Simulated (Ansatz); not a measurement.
# FeGe2 (I4/mcm) in Ansatz: reference runs

Aim: a first look at FeGe2 with PBEsol, on the cell as given and on a disturbed one.

Everything below comes from runs of Ansatz 0.2.0. Logs are shortened: lines on timing, memory, paths and dates and some standing lists are left out, and cuts for length are marked.

**1. The crystal as given**

Symmetry: I4/mcm, No. 140, tetragonal system. Conventional cell: a = 5.919 Å, b = 5.919 Å, c = 4.903 Å, α = 90.00°, β = 90.00°, γ = 90.00°. Around Ge (site symmetry m2m) lie 4 Fe at 2.55 Å and 3 Ge at 2.59 to 2.92 Å. Fe (site symmetry 422) has 2 Fe at 2.45 Å and 8 Ge at 2.55 Å as nearest neighbours.

The cell is a database's computed one.

**2. Single point, PBEsol, collinear spin, ferromagnetic start**

File input.yaml:

```yaml
crystal:
  lattice:
    - [-2.9595565636, 2.9595565636, 2.45140301]
    - [2.9595565636, -2.9595565636, 2.45140301]
    - [2.9595565636, 2.9595565636, -2.45140301]
  atoms:
    - { symbol: Ge, position: [0.84510739, 0.34510739, 0.19021478] }
    - { symbol: Ge, position: [0.65489261, 0.84510739, 0.5] }
    - { symbol: Ge, position: [0.34510739, 0.15489261, 0.5] }
    - { symbol: Ge, position: [0.15489261, 0.65489261, 0.80978522] }
    - { symbol: Fe, position: [0.25, 0.25, 0.0], spin: 3.0 }
    - { symbol: Fe, position: [0.75, 0.75, 0.0], spin: 3.0 }
hamiltonian:
  xc: pbesol
  pseudopotentials: { kind: paw }
magnetization:
  spin_polarized: true
kpoints:
  mp_grid: { grid: [7, 7, 7] }
scf:
  occupations: { method: fermi_dirac, width: 0.05 }
output:
  forces: true
  stress: true
  eigenvalues: true
```

Potentials or basis: Ansatz PAW.

Launch:

```
ansatz run input.yaml --threads 2 --pin off --max-ram 5632MiB --backend cpu --events-out ev --progress --plain --runs-dir out
```

Standard output:

```text
Warning: RAYON_NUM_THREADS=2 ignored (pool sized by the plan → 2); use --threads N
Engine: ansatz 0.2.0, x86_64-unknown-linux-gnu
Pseudopotentials: kind: paw
Pseudopotential: Ge, paw, valence charge 14, recommended cutoff 420 eV (normal), Ge.paw.azcp
Pseudopotential: Fe, paw, valence charge 16, recommended cutoff 420 eV (normal), Fe.paw.azcp
Functional definition: PBEsol
  exchange = pbesol_x
  correlation = pbesol_c
Crystal: 6 atoms, lattice volume = 85.887 Å³
Basis set: ecut = 420 eV, 1657 PW (Γ), exchange–correlation on 72×72×72 points (8 copies of the dense FFT grid, shifted against one another)
Bands: 57, of which v1, the nominal top of the filled ones, is band 44 counted from 1 (43 counted from 0)
Symmetry: 16 space group operations
Space group: I4/mcm (ITA 140), of the structure as read, at distance tolerance 4.4e-5 Å
Magnetic group: BNS 140.541 (UNI 1201), of the structure as read, at distance tolerance 4.4e-5 Å
k-points: 40 of 343
Non-local potential: Ge, projectors of the file, l = 0: 2, l = 1: 2, l = 2: 3, l = 3: 1
Non-local potential: Fe, projectors of the file, l = 0: 3, l = 1: 2, l = 2: 3, l = 3: 1
PAW form: soft (Blöchl's): semilocal exchange-correlation on the pseudo side does not see the compensation charge
PAW frozen core: Ge, regenerated for the run's functional, and the local potential with it (the file was generated under x = pbe(κ = 0.804, μ = 0.2195149727645171), c = pbe(β = 0.06672455060314922))
PAW frozen core: Fe, regenerated for the run's functional, and the local potential with it (the file was generated under x = pbe(κ = 0.804, μ = 0.2195149727645171), c = pbe(β = 0.06672455060314922))
PAW one-centre angular grid: Ge, 590 points (default); XC on 64 Gauss nodes
PAW one-centre angular grid: Fe, 590 points (default); XC on 64 Gauss nodes
Initial density: superposition of atomic densities (chi_scale 0.1, normalization cell)
Starting moments: Σ|m| = 6 μB on 2 of 6 sites
Initial wavefunctions: pseudopotential atomic-orbital guess
Functional: x = pbesol(κ = 0.804, μ = 0.12345679012345678), c = pbesol(β = 0.046)
iter 1 solved again at ethr=2.29e-3 eV; its pass at ethr=3.10e-3 eV (dr2=2.01e0 eV) is discarded
SCF iter   1: F=—  HF=-25911.591914 eV  |F-HF|=—  |Δ(HF+E_count)|=         —  Δρ=8.97e-2 (↑8.97e-2 ↓5.73e-2)  dr2=2.02e0  dr2_m=3.83e0  M=2.929 μB ∫|m|=3.620 μB  β_m=0.30  ethr=2.29e-3  ⟨swp⟩=1.3  Hψ=19767  notcnv=0
Mixer restart at iter 1: flushing history
preconditioner: auto → Kerker (q_TF=auto, 2.739 Å⁻¹)  [metal: Δε(μ)=0.008 eV  Ē_g=19.287 eV  σ=0.050 eV  W_gap=0.04  n_scr=34 (ndim 8)  ℏωp=34.0 eV  f_vac=0.000  D(μ)=3.12/eV (n_scr^D=18)]
spin=Collinear: Kerker preconditioning applied to the charge; magnetization (m = ρ↑ − ρ↓) channel mixes plain (no charge-response kernel on spin).
SCF iter   2: F=—  HF=-25911.126205 eV  |F-HF|=—  |Δ(HF+E_count)|=   4.66e-1  Δρ=5.59e-2 (↑5.01e-2 ↓5.59e-2)  dr2=1.61e0  dr2_m=2.02e0  M=2.835 μB ∫|m|=3.523 μB  β_m=0.60  ethr=2.29e-3  ⟨swp⟩=2.0  Hψ=5746  notcnv=0
SCF iter   3: F=—  HF=-25912.800554 eV  |F-HF|=—  |Δ(HF+E_count)|=    1.67e0  Δρ=3.20e-2 (↑3.20e-2 ↓2.81e-2)  dr2=8.83e-1  dr2_m=6.08e-1  M=2.436 μB ∫|m|=3.056 μB  β_m=0.80  ethr=1.83e-3  ⟨swp⟩=2.7  Hψ=7836  notcnv=0  defer=198
SCF iter   4: F=—  HF=-25912.536555 eV  |F-HF|=—  |Δ(HF+E_count)|=   2.64e-1  Δρ=1.08e-2 (↑1.08e-2 ↓5.34e-3)  dr2=3.71e-1  dr2_m=9.95e-3  M=2.192 μB ∫|m|=2.731 μB  β_m=0.77  ethr=1.00e-3  ⟨swp⟩=2.5  Hψ=6891  notcnv=0  defer=257
SCF iter   5: F=—  HF=-25912.502129 eV  |F-HF|=—  |Δ(HF+E_count)|=   3.44e-2  Δρ=1.29e-2 (↑3.65e-3 ↓1.29e-2)  dr2=1.71e-1  dr2_m=2.03e-2  M=2.307 μB ∫|m|=2.837 μB  β_m=0.88  ethr=4.22e-4  ⟨swp⟩=2.9  Hψ=8408  notcnv=0  defer=238
SCF iter   6: F=—  HF=-25912.563314 eV  |F-HF|=—  |Δ(HF+E_count)|=   6.12e-2  Δρ=6.70e-3 (↑2.52e-3 ↓6.70e-3)  dr2=5.60e-2  dr2_m=4.16e-3  M=2.356 μB ∫|m|=2.914 μB  β_m=0.94  ethr=1.95e-4  ⟨swp⟩=2.9  Hψ=8353  notcnv=0  defer=231
SCF iter   7: F=—  HF=-25912.575232 eV  |F-HF|=—  |Δ(HF+E_count)|=   1.19e-2  Δρ=3.15e-3 (↑1.68e-3 ↓3.15e-3)  dr2=2.12e-2  dr2_m=4.78e-4  M=2.388 μB ∫|m|=2.974 μB  β_m=0.89  ethr=6.37e-5  ⟨swp⟩=2.1  Hψ=8882  notcnv=0  defer=227
SCF iter   8: F=—  HF=-25912.572603 eV  |F-HF|=—  |Δ(HF+E_count)|=   2.63e-3  Δρ=9.97e-4 (↑6.39e-4 ↓9.97e-4)  dr2=2.51e-3  dr2_m=2.76e-5  M=2.391 μB ∫|m|=2.976 μB  β_m=0.95  ethr=2.40e-5  ⟨swp⟩=1.7  Hψ=5250  notcnv=0  defer=218
SCF iter   9: F=—  HF=-25912.572335 eV  |F-HF|=—  |Δ(HF+E_count)|=   2.68e-4  Δρ=4.07e-4 (↑2.46e-4 ↓4.07e-4)  dr2=4.25e-4  dr2_m=5.53e-6  M=2.392 μB ∫|m|=2.976 μB  β_m=0.97  ethr=2.85e-6  ⟨swp⟩=1.2  Hψ=4583  notcnv=0  defer=219
SCF iter  10: F=—  HF=-25912.572288 eV  |F-HF|=—  |Δ(HF+E_count)|=   4.69e-5  Δρ=5.42e-5 (↑4.50e-5 ↓5.42e-5)  dr2=9.09e-6  dr2_m=2.55e-8  M=2.393 μB ∫|m|=2.977 μB  β_m=0.99  ethr=4.83e-7  ⟨swp⟩=1.9  Hψ=4905  notcnv=0  defer=219
SCF iter  11: F=—  HF=-25912.572287 eV  |F-HF|=—  |Δ(HF+E_count)|=   1.21e-6  Δρ=1.63e-5 (↑3.01e-6 ↓1.63e-5)  dr2=3.82e-7  dr2_m=5.02e-8  M=2.393 μB ∫|m|=2.977 μB  β_m=0.99  ethr=1.03e-8  ⟨swp⟩=2.0  Hψ=5195  notcnv=0  defer=219
SCF iter  12: F=—  HF=-25912.572287 eV  |F-HF|=—  |Δ(HF+E_count)|=   1.43e-7  Δρ=1.06e-5 (↑7.42e-6 ↓1.06e-5)  dr2=2.88e-7  dr2_m=2.23e-9  M=2.394 μB ∫|m|=2.977 μB  β_m=0.73  ethr=4.34e-10  ⟨swp⟩=1.6  Hψ=4775  notcnv=0  defer=219
SCF iter  13: F=—  HF=-25912.572287 eV  |F-HF|=—  |Δ(HF+E_count)|=   3.25e-8  Δρ=3.58e-6 (↑1.28e-6 ↓3.58e-6)  dr2=2.38e-8  dr2_m=1.23e-9  M=2.393 μB ∫|m|=2.977 μB  β_m=0.87  ethr=3.27e-10  ⟨swp⟩=2.0  Hψ=4932  notcnv=0  defer=219
SCF iter  14: F=-25912.572287 eV  HF=-25912.572287 eV  |F-HF|=5.06e-9  |Δ(HF+E_count)|=   1.75e-9  Δρ=1.46e-6 (↑8.17e-7 ↓1.46e-6)  dr2=5.46e-9  dr2_m=9.09e-11  M=2.393 μB ∫|m|=2.977 μB  ethr=2.71e-11  ⟨swp⟩=7.5  Hψ=16364  notcnv=0
SCF 1 converged in 14 iterations: F = -25912.572287 eV  dr2 = 5.46e-9
SCF converged after 14 iterations
Magnetization: 2.3935 μB (45.1967 up, 42.8033 down)
Absolute magnetization: 2.9793 μB (∫|ρ↑−ρ↓|, with the PAW one-centre terms)
Spin contamination: 0.1077 ħ² per cell (⟨S²⟩ above its minimum at these occupations)
Per-site moments (μB) at R_I (Å): [(-0.038439845604342125, 1.0529388951644538), (-0.038439845604341945, 1.0529388951644538), (-0.038439845604341626, 1.0529388951644538), (-0.03843984560434178, 1.0529388951644536), (1.3156902241723505, 1.011203741625), (1.3156902241723505, 1.011203741625)]
Free energy (F): -25912.572287 eV
Harris-Foulkes:  -25912.572287 eV  (|F-HF|=5.06e-9)
Internal energy: -25912.548789 eV  (E = F + TS)
E sigma→0 (E₀):  -25912.560538 eV
Entropy (-TS):   -0.023498 eV (-3.916 meV/atom)
Fermi energy:    14.987969 eV
--- Per-component energies (eV) ---
  E_band       = -780.968145
  E_kinetic    = 1157.414112
  E_local      = -12709.443319  (includes V_loc(G=0)·N_el)
  E_nonlocal   = 2115.187165
  E_hartree    = 5533.116939
  E_xc         = -538.619433
  E_vxc        = -567.750341  (∫ρ·V_xc dr)
  E_paw        = -10583.412611  (= ΣΔE_a)
  E_vpaw       = -1842.605790  (= ΣTr[D̂ρ^β])
  E_aug_tail   = 0.002530  (compensation charges beyond the density's cutoff)
  E_ewald      = -10890.824319
  E_core_change = 4.030148  (= ΣΔE_core)
  E_smearing   = -0.023498  (= −TS)
  E_closure    = -0.000000  (closes the sum)
  Σ components = -25912.572287   (vs F -25912.572287, Δ=0.00e0)
--- Forces (eV/Å), atoms counted from 1 ---
  atom   1  Ge    -0.10847365    -0.10847365    -0.00000000
  atom   2  Ge    -0.10847365     0.10847365     0.00000000
  atom   3  Ge     0.10847365    -0.10847365     0.00000000
  atom   4  Ge     0.10847365     0.10847365    -0.00000000
  atom   5  Fe     0.00000000     0.00000000     0.00000000
  atom   6  Fe    -0.00000000     0.00000000     0.00000000
  max |Σ_I F_I| component: 3.47e-17 eV/Å
--- Stress (GPa, compression-positive) ---
       -6.133029       0.000000       0.000000
        0.000000      -6.133029       0.000000
        0.000000       0.000000      -4.068158
  P = ⅓ Tr σ = -5.4447 GPa (-54.447 kbar)
--- Band table (eV; the first three rows and the last of 80) ---
  k-point 0 ↑: bands = ["-72.3955", "-72.3585", "-38.9776", "-38.6784", "-38.4889", "-38.4889", "-38.4561", "-38.4561", "-9.7210", "-9.7061", "-9.7006", "-9.6857", "-9.6718", "-9.6718", "-9.6664", "-9.6664", "-9.6411", "-9.6256", "-9.6164", "-9.6164", "-9.6143", "-9.5975", "-9.5918", "-9.5918", "-9.5876", "-9.5507", "-9.5507", "-9.5502", "1.4503", "7.5431", "8.5238", "8.5238", "10.7273", "10.7273", "10.9493", "11.0199", "11.6164", "12.2744", "12.5647", "12.5647", "12.7398", "13.0725", "13.5026", "13.7356", "13.9228", "13.9228", "15.1245", "15.1245", "15.3807", "15.4766", "19.3477", "20.2780", "20.2780", "20.3055", "21.8476", "23.3826", "26.1945"]
  k-point 1 ↑: bands = ["-72.3955", "-72.3585", "-38.9776", "-38.6784", "-38.4890", "-38.4889", "-38.4561", "-38.4561", "-9.7248", "-9.7109", "-9.7106", "-9.6826", "-9.6706", "-9.6688", "-9.6668", "-9.6594", "-9.6352", "-9.6228", "-9.6227", "-9.6213", "-9.6044", "-9.5954", "-9.5947", "-9.5943", "-9.5864", "-9.5603", "-9.5495", "-9.5416", "1.6222", "7.0582", "8.1098", "8.5881", "10.1666", "10.7662", "11.3032", "11.4530", "11.6706", "11.9394", "12.3479", "12.5776", "12.7699", "13.2046", "13.5469", "13.9051", "13.9140", "14.4859", "15.0801", "15.7618", "15.8108", "15.8254", "18.6575", "19.2486", "19.5188", "21.9328", "23.0839", "23.1629", "24.9083"]
  k-point 2 ↑: bands = ["-72.3955", "-72.3585", "-38.9776", "-38.6784", "-38.4894", "-38.4888", "-38.4561", "-38.4559", "-9.7352", "-9.7256", "-9.7135", "-9.6749", "-9.6698", "-9.6671", "-9.6626", "-9.6504", "-9.6340", "-9.6316", "-9.6286", "-9.6100", "-9.6024", "-9.5994", "-9.5915", "-9.5903", "-9.5834", "-9.5667", "-9.5459", "-9.5383", "2.1273", "5.7517", "7.6660", "8.7526", "10.3467", "10.8577", "10.8590", "11.2421", "11.8245", "11.8340", "12.3212", "12.5635", "12.9924", "13.2209", "13.5455", "13.8679", "13.9180", "15.4496", "15.5194", "16.3522", "16.9711", "16.9854", "18.0664", "18.8151", "20.1349", "21.6035", "22.2172", "22.3619", "25.7979"]
  k-point 39 ↓: bands = ["-70.8933", "-70.8548", "-37.3001", "-37.1347", "-37.1347", "-37.0992", "-37.0992", "-36.9789", "-9.7524", "-9.7497", "-9.7456", "-9.7033", "-9.6654", "-9.6626", "-9.6538", "-9.6529", "-9.6457", "-9.6379", "-9.6372", "-9.6090", "-9.6035", "-9.6017", "-9.5940", "-9.5930", "-9.5897", "-9.5816", "-9.5558", "-9.5552", "4.2336", "5.3791", "5.7817", "6.8433", "8.5755", "8.7080", "11.6084", "11.8221", "12.9145", "12.9517", "13.6522", "14.3510", "14.3740", "15.2409", "15.5156", "15.5227", "15.7617", "16.1445", "17.1928", "17.8102", "18.7325", "18.9959", "19.3185", "20.1045", "20.5763", "21.4311", "22.3093", "24.2591", "24.4424"]
```

Run time: 30 s. Hardware: 2 threads of Intel Xeon Platinum 8259CL at 2.50GHz (Skylake/Cascade Lake), shared host; peak memory 0.66 GiB.

What came out:

```yaml
Free_energy: -25912.5723 eV
Pressure: -5.4 GPa
Largest_force: 0.153 eV/Å
Band_gap_on_the_k_mesh: none (metal or under the smearing width)
Net_moment: 2.39 μB per cell
Absolute_moment: 2.98 μB per cell
Site_moments: Ge -0.04; Fe +1.32 μB
```

Forces in eV/Å, atoms in the order of the input:
```
Ge  -0.108 -0.108  0.000
Ge  -0.108  0.108  0.000
Ge   0.108 -0.108  0.000
Ge   0.108  0.108  0.000
Fe   0.000  0.000  0.000
Fe   0.000  0.000  0.000
```

Levels at points of the mesh, in eV from the Fermi level:
Spin up:
```
           k point  band 43  band 44  band 45  band 46  band 47  band 48
(0.00, 0.00, 0.00)    -1.49    -1.25    -1.07    -1.07     0.14     0.14
```
Spin down:
| k point | band 41 | band 42 | band 43 | band 44 | band 45 | band 46 |
| --- | --- | --- | --- | --- | --- | --- |
| (0.00, 0.00, 0.00) | -1.88 | -1.79 | -0.50 | -0.40 | 0.65 | 0.65 |

Caveat: the PAW data sets come from PBE, with cores solved anew for the run's functional, which leaves a small shift of forces and pressure.

**3. Single point, PBEsol, collinear spin, ferromagnetic start (atoms moved at random, drawn with an rms of 0.05 Å)**

File input.yaml:

```yaml
crystal:
  lattice:
    - [-2.9595565636, 2.9595565636, 2.45140301]
    - [2.9595565636, -2.9595565636, 2.45140301]
    - [2.9595565636, 2.9595565636, -2.45140301]
  atoms:
    - { symbol: Ge, position: [0.847419, 0.338912, 0.187187] }
    - { symbol: Ge, position: [0.652023, 0.834807, 0.502516] }
    - { symbol: Ge, position: [0.354138, 0.159901, 0.498554] }
    - { symbol: Ge, position: [0.143822, 0.639295, 0.811418] }
    - { symbol: Fe, position: [0.23719, 0.230759, -0.004061], spin: 3.0 }
    - { symbol: Fe, position: [0.73596, 0.735848, -0.016425], spin: 3.0 }
hamiltonian:
  xc: pbesol
  pseudopotentials: { kind: paw }
magnetization:
  spin_polarized: true
kpoints:
  mp_grid: { grid: [7, 7, 7] }
scf:
  occupations: { method: fermi_dirac, width: 0.05 }
output:
  forces: true
  stress: true
  eigenvalues: true
```

Potentials or basis: Ansatz PAW.

Launch:

```
ansatz run input.yaml --threads 2 --pin off --max-ram 5632MiB --backend cpu --events-out ev --progress --plain --runs-dir out
```

It took 3.3 min on 2 threads of Intel Xeon Platinum 8259CL at 2.50GHz (Skylake/Cascade Lake), shared host; peak memory 1.4 GiB.

Results (log left out):

```
Free energy            : -25912.5202 eV
Pressure               : -5.1 GPa
Largest force          : 0.677 eV/Å
Band gap on the k mesh : none (metal or under the smearing width)
Net moment             : 2.36 μB per cell
Absolute moment        : 2.94 μB per cell
Site moments           : Ge -0.04, -0.03; Fe +1.30, +1.29 μB
```

Forces in eV/Å, atoms in the order of the input:
```
Ge   0.085 -0.212 -0.167
Ge  -0.306 -0.268  0.149
Ge  -0.052 -0.121 -0.399
Ge  -0.051  0.047  0.234
Fe   0.008  0.016  0.444
Fe   0.316  0.538 -0.261
```

Stress tensor (GPa, compression positive):
```
-5.82  0.18  0.20
 0.18 -5.68 -0.02
 0.20 -0.02 -3.68
```

Levels at points of the mesh, in eV from the Fermi level:
Spin up:
```tsv
k point	band 41	band 42	band 43	band 44	band 45	band 46	band 47	band 48	band 49	band 50
(0.00, 0.00, 0.00)	-2.17	-1.93	-1.48	-1.24	-1.06	-1.05	0.13	0.14	0.45	0.49
```
Spin down:
```
           k point  band 40  band 41  band 42  band 43  band 44  band 45  band 46  band 47
(0.00, 0.00, 0.00)    -2.02    -1.90    -1.74    -0.51    -0.42     0.63     0.64     1.11
```

Caveat: the PAW data sets come from PBE, with cores solved anew for the run's functional, which leaves a small shift of forces and pressure.
